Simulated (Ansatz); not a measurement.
Theory: DFT PBE, scalar-relativistic, plane waves, PAW in Ansatz 0.2.0. All cells share a 420 eV cutoff and Γ-centred k meshes spaced at most about 0.3 Å⁻¹ (about 0.25 or finer for metals, 2π included). No spin polarisation.

Each guess is relaxed in cell and atoms at zero pressure, on a coarse mesh first where it starts far from rest and then on a converged one. The steps can't lower the symmetry of the start, but it can rise. Energies are static (0 K, no zero-point motion).

Two unrelaxed guesses for Si3O2:

A.

```
CELL_PARAMETERS angstrom
2.82543 0.00000 0.00000
0.00000 2.82543 0.00000
0.00000 0.00000 8.55622
ATOMIC_POSITIONS crystal
Si 0.00000 0.00000 0.33503
Si 0.00000 0.00000 0.66497
Si 0.00000 0.00000 0.00000
O 0.00000 0.00000 0.50000
O 0.50000 0.50000 0.00000
```

B.

```
CELL_PARAMETERS angstrom
4.35364 0.00000 0.00000
0.00000 4.35364 0.00000
0.00000 0.00000 3.60172
ATOMIC_POSITIONS crystal
Si 0.00000 0.00000 0.77843
Si 0.00000 0.00000 0.22157
Si 0.50000 0.50000 0.50000
O 0.00000 0.50000 0.04660
O 0.50000 0.00000 0.95340
```

Question: Do they relax into the same structure? If not, which is lower?

Answer: No. A ends lower, by 0.33 eV/atom. A: P4/mmm at 13.7 Å³/atom → P4/mmm at 13.0 Å³/atom; B: P-4m2 at 13.7 Å³/atom → P-4m2 at 14.7 Å³/atom. Counting O atoms around Si (those within 1.25 times the shortest such distance or 1.15 times the sum of covalent radii, 1.27 where that leaves under three; the shortest distance is added where it exceeds 1.18 times the sum of covalent radii; a slash parts the counts of unlike sites), the end of A has Si 1/4 and the end of B has Si 2/4 from 2.5 Å. The end of A holds Si–Si units of three or more atoms (shortest 2.55 Å); the end of B holds Si–Si pairs (shortest 2.49 Å). End of A. Conventional cell: a = 2.775 Å, c = 8.412 Å. Si on a site of symmetry 4mm has 1 O at 1.65 Å and 1 Si at 2.55 Å; around Si on a site of symmetry 4/mmm lie 4 O at 1.96 Å and 2 Si at 2.55 Å; O on its first site is surrounded by 2 Si at 1.65 Å; 1 more site not described. End of B. Conventional cell: a = 3.443 Å, c = 6.211 Å. Si on a site of symmetry 2mm has 2 O at 1.72 Å and 1 Si at 2.49 Å; around Si on a site of symmetry -4m2 lie 4 O at 2.50 Å (long against the sum of covalent radii); O is surrounded by 2 Si at 1.72 Å and 2 Si at 2.50 Å.

Ends held by symmetry can be saddle points. Neither end is the lowest form computed: that has space group P-3m1 (No. 164) and lies 0.57 eV/atom below the better end. Some candidate types were left out of the draw beforehand, so a known form may be missing.
